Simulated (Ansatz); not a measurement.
## Calculated ¹⁷O NMR of the central transition for SiO2

Cell: a Materials Project structure (computed, not necessarily an observed phase), taken as it stands.

Space group Pmma (No. 51); a = 5.2383, b = 7.4406, c = 8.1229 Å.

| site | Wyckoff | site symmetry | x | y | z |
| --- | --- | --- | --- | --- | --- |
| Si1 | 4k | m.. | 0.2500 | 0.2113 | 0.1053 |
| Si5 | 2f | mm2 | 0.2500 | 0.5000 | 0.3869 |
| O7 | 4g | .2. | 0.0000 | 0.2627 | 0.0000 |
| O11 | 2e | mm2 | 0.2500 | 0.0000 | 0.1483 |
| O13 | 4k | m.. | 0.2500 | 0.3219 | 0.2744 |
| O17 | 2d | .2/m. | 0.5000 | 0.5000 | 0.5000 |

One atom of each set is listed.

Level of theory: DFT, r2SCAN, plane waves and PAW, scalar-relativistic, 500 eV cutoff, Γ-centred 4×3×3 k-points, Fermi–Dirac smearing 0.02 eV (Ansatz 0.2.0).

¹⁷O has I = 5/2 and Q = -25.58 mb (Pyykkö 2018); at 16.4 T its Larmor frequency is ν₀ = 94.7 MHz. Only the quadrupole interaction is simulated: positions count from each site's isotropic chemical shift, and J coupling is left out, as are shift anisotropy and dipolar coupling, which fast spinning averages.

Question: What does the ¹⁷O spectrum (fast magic-angle spinning) show for each site?

Answer: 

```json
{"site": "O7", "first shell": "2 Si at 1.61 Å, angle 153°", "C_Q (MHz)": "-5.86", "η": "0.12", "P_Q (MHz)": "5.88", "δ_QIS (ppm)": "-23.1", "breadth (kHz)": "4.86"}
{"site": "O11", "first shell": "2 Si at 1.61 Å, angle 155°", "C_Q (MHz)": "-5.89", "η": "0.08", "P_Q (MHz)": "5.90", "δ_QIS (ppm)": "-23.3", "breadth (kHz)": "4.84"}
{"site": "O13", "first shell": "2 Si at 1.60–1.61 Å, angle 155°", "C_Q (MHz)": "-6.02", "η": "0.11", "P_Q (MHz)": "6.03", "δ_QIS (ppm)": "-24.3", "breadth (kHz)": "5.10"}
{"site": "O17", "first shell": "2 Si at 1.60 Å, angle 180°", "C_Q (MHz)": "-6.33", "η": "0.01", "P_Q (MHz)": "6.33", "δ_QIS (ppm)": "-26.8", "breadth (kHz)": "5.47"}
```

δ_QIS = −(ν_Q²/30ν₀²)[I(I+1) − 3/4](1 + η²/3) × 10⁶ ppm with ν_Q = 3|C_Q|/[2I(2I−1)]; it falls as 1/B₀² in ppm, and the breadth as 1/B₀ in kHz.

At O7, O11 and O13 V_zz runs parallel to the line that joins its two neighbours (within 1°) in each case. At O17 V_zz points along the line of its two bonds (within 1°).
